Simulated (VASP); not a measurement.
# InSb (F-43m) in VASP: further runs

Runs on InSb. Level: PBE. Tasks: relaxation of cell and atoms.

Everything below comes from runs of VASP 6.6.1. Logs are shortened: lines on timing, memory, paths and dates and some standing lists are left out, and cuts for length are marked.

### 1 The structure

The structure is cubic, space group F-43m (No. 216). Conventional cell: a = 6.478 Å, b = 6.478 Å, c = 6.478 Å, α = 90.00°, β = 90.00°, γ = 90.00°. In (site symmetry -43m) has 4 Sb at 2.81 Å as nearest neighbours. Around Sb (site symmetry -43m) lie 4 In at 2.81 Å.

### 2 Relaxation of cell and atoms, PBE

Input file INCAR:

```
ALGO = Normal
EDIFF = 1E-7
EDIFFG = -0.002
ENCUT = 250
GGA = PE
IBRION = 2
ISIF = 3
ISMEAR = 0
LASPH = T
LCHARG = F
LREAL = F
LWAVE = F
NELM = 60
NSW = 80
PREC = Accurate
SIGMA = 0.02
```

Input file KPOINTS:

```
k-points
0
Gamma
  8 8 8
```

Input file POSCAR:

```
InSb
1.0
    0.0000000000      3.2391000000      3.2391000000
    3.2391000000      0.0000000000      3.2391000000
    3.2391000000      3.2391000000      0.0000000000
In Sb
1 1
Direct
    0.0000000000      0.0000000000      0.0000000000
    0.2500000000      0.2500000000      0.2500000000
```

Potentials or basis: VASP PAW PBE potentials, release 64 (In_d, Sb).

On the command line:

```bash
> cat potpaw_PBE.64/In_d/POTCAR potpaw_PBE.64/Sb/POTCAR > POTCAR
> mpirun -np 1 vasp_std > vasp.out
```

OUTCAR:

```text
EDIFF = 1E-7
   EDIFFG = -0.002
   ENCUT = 250
   GGA = PE
   IBRION = 2
   ISIF = 3
   ISMEAR = 0
   LASPH = T
   LREAL = F
   NELM = 60
   NSW = 80
   PREC = Accurate

 ion  position               nearest neighbor table
   1  0.000  0.000  0.000-   2 2.81   2 2.81   2 2.81   2 2.81
   2  0.250  0.250  0.250-   1 2.81   1 2.81   1 2.81   1 2.81

  LATTYP: Found a face centered cubic cell.
 ALAT       =     6.4782000000

  Lattice vectors:

 A1 = (   0.0000000000,   3.2391000000,   3.2391000000)
 A2 = (   3.2391000000,   0.0000000000,   3.2391000000)
 A3 = (   3.2391000000,   3.2391000000,   0.0000000000)

Analysis of symmetry for initial positions (statically):
=====================================================================
 Subroutine PRICEL returns:
 Original cell was already a primitive cell.

 Routine SETGRP: Setting up the symmetry group for a
 face centered cubic supercell.

 Subroutine GETGRP returns: Found 24 space group operations
 (whereof 24 operations were pure point group operations)
 out of a pool of 48 trial point group operations.

The static configuration has the point symmetry T_d .

Analysis of symmetry for dynamics (positions and initial velocities):
=====================================================================
 Subroutine PRICEL returns:
 Original cell was already a primitive cell.

 Routine SETGRP: Setting up the symmetry group for a
 face centered cubic supercell.

 Subroutine GETGRP returns: Found 24 space group operations
 (whereof 24 operations were pure point group operations)
 out of a pool of 48 trial point group operations.

The dynamic configuration has the point symmetry T_d .

 Subroutine INISYM returns: Found 24 space group operations
 (whereof 24 operations are pure point group operations),
 and found     1 'primitive' translations

----------------------------------------------------------------------------------------

                                     Primitive cell

  volume of cell :      67.9678

  direct lattice vectors                    reciprocal lattice vectors
     0.000000000  3.239100000  3.239100000    -0.154363867  0.154363867  0.154363867
     3.239100000  0.000000000  3.239100000     0.154363867 -0.154363867  0.154363867
     3.239100000  3.239100000  0.000000000     0.154363867  0.154363867 -0.154363867

  length of vectors
     4.580779150  4.580779150  4.580779150     0.267366060  0.267366060  0.267366060

  position of ions in fractional coordinates (direct lattice)
     0.000000000  0.000000000  0.000000000
     0.250000000  0.250000000  0.250000000

  ion indices of the primitive-cell ions
   primitive index   ion index
                 1           1
                 2           2

----------------------------------------------------------------------------------------

 KPOINTS: k-points

Automatic generation of k-mesh.
 Grid dimensions read from file:
 generate k-points for:    8    8    8

 Generating k-lattice:

  Cartesian coordinates                     Fractional coordinates (reciprocal lattice)
    -0.019295483  0.019295483  0.019295483     0.125000000  0.000000000  0.000000000
     0.019295483 -0.019295483  0.019295483     0.000000000  0.125000000  0.000000000
     0.019295483  0.019295483 -0.019295483     0.000000000  0.000000000  0.125000000

  Length of vectors
     0.033420757  0.033420757  0.033420757

  Shift w.r.t. Gamma in fractional coordinates (k-lattice)
     0.000000000  0.000000000  0.000000000

 Subroutine IBZKPT returns following result:
 ===========================================

 Found     29 irreducible k-points:

 Following reciprocal coordinates:
            Coordinates               Weight
  0.000000  0.000000  0.000000      1.000000
  0.125000  0.000000  0.000000      8.000000
  0.250000  0.000000  0.000000      8.000000
  0.375000  0.000000  0.000000      8.000000
  0.500000  0.000000  0.000000      4.000000
  0.125000  0.125000  0.000000      6.000000
[... 16 lines left out ...]
  0.500000  0.250000  0.125000     48.000000
 -0.375000  0.250000  0.125000     24.000000
 [... further k-points ...]
   k-points           NKPTS =     29   k-points in BZ     NKDIM =     29   number of bands    NBANDS=     13
   number of dos      NEDOS =    301   number of ions     NIONS =      2
   total plane-waves  NPLWV =  13824
   dimension x,y,z NGX =    24 NGY =   24 NGZ =   24
   dimension x,y,z NGXF=    48 NGYF=   48 NGZF=   48
   ions per type =               1   1
   NGX,Y,Z   is equivalent  to a cutoff of   8.71,  8.71,  8.71 a.u.
   NGXF,Y,Z  is equivalent  to a cutoff of  17.42, 17.42, 17.42 a.u.
 SYSTEM =  unknown system
   PREC   = accura    normal or accurate (medium, high low for compatibility)
   ISTART =      0    job   : 0-new  1-cont  2-samecut
   ICHARG =      2    charge: 1-file 2-atom 10-const
   ISPIN  =      1    spin polarized calculation?
   LNONCOLLINEAR =      F non collinear calculations
   LSORBIT =      F    spin-orbit coupling
   LASPH  =      T    aspherical Exc in radial PAW
   ENCUT  =  250.0 eV  18.37 Ry    4.29 a.u.   5.91  5.91  5.91*2*pi/ulx,y,z
   NELM   =     60;   NELMIN=  2; NELMDL= -5     # of ELM steps
   EDIFF  = 0.1E-06   stopping-criterion for ELM
   LREAL  =      F    real-space projection
   EDIFFG = -.2E-02   stopping-criterion for IOM
   NSW    =     80    number of steps for IOM
   IBRION =      2    ionic relax: 0-MD 1-quasi-New 2-CG
   NFREE  =      1    steps in history (QN), initial steepest desc. (CG)
   ISIF   =      3    stress and relaxation
   ISYM   =      2    0-nonsym 1-usesym 2-fastsym
   POTIM  = 0.5000    time-step for ionic-motion
   TEBEG  =    0.0;   TEEND  =   0.0 temperature during run
   PSTRESS=    0.0 pullay stress
   NELECT =      18.0000    total number of electrons
   NUPDOWN=      -1.0000    fix difference up-down
   EMIN   =  10.00;   EMAX   =-10.00  energy-range for DOS
   EFERMI =   0.00;   METHOD = LEGACY
   ISMEAR =     0;   SIGMA  =   0.02  broadening in eV -4-tet -1-fermi 0-gaus
   EFERMI_NEDOS =   21; number of points for ismear=-14 and -15
   IALGO  =     38    algorithm
   IMIX   =      4    mixing-type and parameters
     AMIX     =   0.40;   BMIX     =  1.00
     AMIX_MAG =   1.60;   BMIX_MAG =  1.00
  volume/ion in A,a.u.               =      33.98       229.33
  Fermi-wavevector in a.u.,A,eV,Ry     =   1.051311  1.986690 15.037912  1.105255
  Thomas-Fermi vector in A             =   2.186349
   LORBIT       =      0    0 simple, 1 ext, 2 COOP (PROOUT), +10 PAW based schemes
   GGA     = PE    functional components
   LHFCALC =     F    Hartree Fock is set to
   AEXX    =    0.0000 exact exchange contribution
   IVDW    =     0    specifies the selected vdW correction
   LEPSILON=     F    determine dielectric tensor
   LRPA    =     F    only Hartree local field effects (RPA)
 conjugate gradient relaxation of ions
 non-spin polarized calculation
 Gauss-broadening in eV      SIGMA  =   0.02
  energy-cutoff  :      250.00
  volume of cell :       67.97
 maximum number of plane-waves:       620
   NGX = 11   NGY = 11   NGZ = 11

--------------------------------------- Ionic step        1  -------------------------------------------

 number of electron      17.9999952 magnetization

 Free energy of the ion-electron system (eV)
  ---------------------------------------------------
  ext. energy  EPLUGINS =         0.00000000
  ---------------------------------------------------
  free energy    TOTEN  =        -6.90126305 eV

  energy without entropy =       -6.90120279  energy(sigma->0) =       -6.90123292

 E-fermi :   5.1182     XC(G=0):  -8.6869

 val. band max:        5.1120906122   @ k =   0.0000   0.0000   0.0000
 cond. band min:       5.6480270729   @ k =   0.5000   0.0000   0.0000
 fundamental gap:      0.5359364607
 Fermi energy:         5.1181802643

 k-point     1 :       0.0000    0.0000    0.0000
  band No.  band energies     occupation
      1      -9.4679      2.00000
      2      -9.4679      2.00000
      3      -9.4679      2.00000
      4      -9.3821      2.00000
      5      -9.3821      2.00000
      6      -5.6102      2.00000
      7       4.9209      2.00000
      8       5.1121      1.33338
      9       5.1121      1.33338
     10       5.1121      1.33324
     11       8.0693      0.00000
     12       8.0693      0.00000
     13       8.0693      0.00000

 k-point     2 :       0.1250    0.0000    0.0000
  band No.  band energies     occupation
      1      -9.4749      2.00000
      2      -9.4646      2.00000
      3      -9.4645      2.00000
      4      -9.3822      2.00000
      5      -9.3822      2.00000
      6      -5.4683      2.00000
      7       3.2549      2.00000
      8       4.9033      2.00000
      9       4.9033      2.00000
     10       6.0451      0.00000
     11       8.3572      0.00000
[... 412 lines left out ...]
 POSITION                                       TOTAL-FORCE (eV/Angst)
 -----------------------------------------------------------------------------------
      6.67970      6.67970      6.67970         0.000000      0.000000      0.000000
      1.66992      1.66992      1.66992        -0.000000     -0.000000     -0.000000
 -----------------------------------------------------------------------------------
    total drift:                               -0.000001     -0.000001     -0.000001

  FREE ENERGIE OF THE ION-ELECTRON SYSTEM (eV)
  ---------------------------------------------------
  free  energy   TOTEN  =        -6.9314158593 eV

  energy  without entropy=       -6.9313556006  energy(sigma->0) =       -6.93138573

--------------------------------------- Ionic step        3  -------------------------------------------

 number of electron      17.9999980 magnetization

 Free energy of the ion-electron system (eV)
  ---------------------------------------------------
  ext. energy  EPLUGINS =         0.00000000
  ---------------------------------------------------
  free energy    TOTEN  =        -6.94055628 eV

  energy without entropy =       -6.94049602  energy(sigma->0) =       -6.94052615

 E-fermi :   4.4877     XC(G=0):  -8.4250

 val. band max:        4.4815896247   @ k =   0.0000   0.0000   0.0000
 cond. band min:       4.9140120451   @ k =   0.5000   0.0000   0.0000
 fundamental gap:      0.4324224205
 Fermi energy:         4.4876788737

 k-point     1 :       0.0000    0.0000    0.0000
  band No.  band energies     occupation
      1      -9.9829      2.00000
      2      -9.9829      2.00000
      3      -9.9829      2.00000
      4      -9.9131      2.00000
      5      -9.9131      2.00000
      6      -5.8649      2.00000
      7       3.9429      2.00000
      8       4.4816      1.33339
      9       4.4816      1.33339
     10       4.4816      1.33322
     11       7.4445      0.00000
     12       7.4445      0.00000
     13       7.4445      0.00000

 k-point     2 :       0.1250    0.0000    0.0000
  band No.  band energies     occupation
      1      -9.9878      2.00000
      2      -9.9802      2.00000
      3      -9.9802      2.00000
      4      -9.9129      2.00000
      5      -9.9129      2.00000
      6      -5.7358      2.00000
      7       2.5655      2.00000
      8       4.2952      2.00000
      9       4.2952      2.00000
     10       5.2312      0.00000
     11       7.7087      0.00000
[... 376 lines left out ...]
 POSITION                                       TOTAL-FORCE (eV/Angst)
 -----------------------------------------------------------------------------------
      0.00000      0.00000      0.00000         0.000000      0.000000      0.000000
      1.65316      1.65316      1.65316        -0.000000     -0.000000     -0.000000
 -----------------------------------------------------------------------------------
    total drift:                               -0.000001     -0.000001     -0.000001

  FREE ENERGIE OF THE ION-ELECTRON SYSTEM (eV)
  ---------------------------------------------------
  free  energy   TOTEN  =        -6.9405562766 eV

  energy  without entropy=       -6.9404960178  energy(sigma->0) =       -6.94052615

 reached required accuracy - stopping structural energy minimisation
```

Wall time 24 s (1 thread of AMD EPYC 7R13 (Zen 3), shared host); peak memory 0.11 GiB.

The run converged, but some of its settings lie outside the range that counts as converged, so its numbers aren't taken as properties of the crystal.

What came out:

```
Free energy                            : -6.9406 eV
Relaxed volume                         : 36.14 Å³/atom
Relaxed cell                           : a = 4.676 Å, b = 4.676 Å, c = 4.676 Å, α = 60.00°, β = 60.00°, γ = 60.00°
Space group after relaxing (to 0.05 Å) : F-43m (No. 216)
Energy gained by relaxing              : 19.6 meV/atom
Ionic steps                            : 3
Band gap on the k mesh                 : none (metal or under the smearing width)
```

Caveat: the cutoff is under 1.25 times the usual one of these potentials, so pressure, stress and relaxed cells hold a basis-set (Pulay) error; this crystal is a semiconductor, whose small gap the functional closes, so the metal is an error of the method.

### 3 Relaxation of cell and atoms, PBE

This run uses another cell than the first one, of 36.14 Å³/atom, 1.064 times its volume.

INCAR is that of step 2.

KPOINTS is that of step 2.

Input file POSCAR:

```
InSb                                    
1.0
    0.0000000000      3.3063218627      3.3063218627
    3.3063218627     -0.0000000000      3.3063218627
    3.3063218627      3.3063218627      0.0000000000
  In              Sb            
     1     1
Direct
     0.0000000000000000    0.0000000000000000    0.0000000000000000
     0.2500000000000000    0.2500000000000000    0.2500000000000000
```

Potentials or basis: VASP PAW PBE potentials, release 64 (In_d, Sb).

On the command line:

```bash
> cat potpaw_PBE.64/In_d/POTCAR potpaw_PBE.64/Sb/POTCAR > POTCAR
> mpirun -np 1 vasp_std > vasp.out
```

Wall time 24 s (1 thread of AMD EPYC 7R13 (Zen 3), shared host); peak memory 0.11 GiB.

The run converged, but some of its settings lie outside the range that counts as converged, so its numbers aren't taken as properties of the crystal.

Results:

| Item | Value |
| --- | --- |
| Free energy | -6.9474 eV |
| Relaxed volume | 36.40 Å³/atom |
| Relaxed cell | a = 4.687 Å, b = 4.687 Å, c = 4.687 Å, α = 60.00°, β = 60.00°, γ = 60.00° |
| Space group after relaxing (to 0.05 Å) | F-43m (No. 216) |
| Energy gained by relaxing | 0.2 meV/atom |
| Ionic steps | 3 |
| Band gap on the k mesh | none (metal or under the smearing width) |

Caveat: the cutoff is under 1.25 times the usual one of these potentials, so pressure, stress and relaxed cells hold a basis-set (Pulay) error; this crystal is a semiconductor, whose small gap the functional closes, so the metal is an error of the method.
